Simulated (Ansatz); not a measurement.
Crystal: Te.

```
Te
1.0
     2.30590    1.33131    1.69095
    -2.30590    1.33131    1.69095
     0.00000   -2.66263    1.69095
Te
1
Direct
  0.50000 0.50000 0.50000
```

This isn't the form of Te at room conditions, which is trigonal, of chains.

Base run:

```yaml
Program: Ansatz 0.2.0
Functional: PBEsol
Potentials_or_basis: all-electron LAPW, scalar-relativistic
Cutoff: 179 eV (chosen from the basis error)
Basis_error_allowed: 0.001 eV/atom
k_mesh: 9 × 9 × 9
Occupations: gaussian, width 0.1 eV
Spin: no spin polarisation
```

Its results: band gap on the k mesh none (metal or under the smearing width); pressure -0.1 GPa.

Task: The run is repeated on the same cell with these changes: functional from PBEsol to PBE; occupations from gaussian, width 0.1 eV to gaussian, width 0.02 eV. What comes out?

Result: Band gap on the k mesh none (metal or under the smearing width); pressure 2.7 GPa.
